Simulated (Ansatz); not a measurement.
The system is SiNi.

```
Ni Si
1.0
     5.17310    0.00000    0.00000
     0.00000    3.33810    0.00000
     0.00000    0.00000    5.60490
Ni Si
4 4
Direct
  0.99221 0.75000 0.81248
  0.50779 0.25000 0.31248
  0.49221 0.75000 0.68752
  0.00779 0.25000 0.18752
  0.67872 0.25000 0.91750
  0.82128 0.75000 0.41750
  0.17872 0.25000 0.58250
  0.32128 0.75000 0.08250
```

Base run:

- Program: Ansatz 0.2.0
- Functional: revPBE
- Potentials or basis: Ansatz PAW
- Cutoff: 420 eV (not typed: the program's choice for these potentials)
- k mesh: 5 × 8 × 5
- Occupations: fermi-dirac, width 0.05 eV
- Spin: collinear spin, ferromagnetic start
- Starting moments: [1.0, 1.0, 1.0, 1.0, 0.0, 0.0, 0.0, 0.0] μB

Its results: band gap on the k mesh none (metal or under the smearing width); pressure 4.4 GPa; net moment 0.00 μB per cell; largest force 0.062 eV/Å.

Problem. The run is repeated on the same cell with these changes: functional from revPBE to PBEsol. What comes out?

Solution. Band gap on the k mesh none (metal or under the smearing width); pressure -4.3 GPa; net moment 0.00 μB per cell; largest force 0.082 eV/Å.

PBEsol binds more tightly than revPBE, so the same cell stands under less pressure.

Caveats: the PAW data sets come from PBE, with cores solved anew for the run's functional, which leaves a small shift of forces and pressure; the starting moments weren't kept.
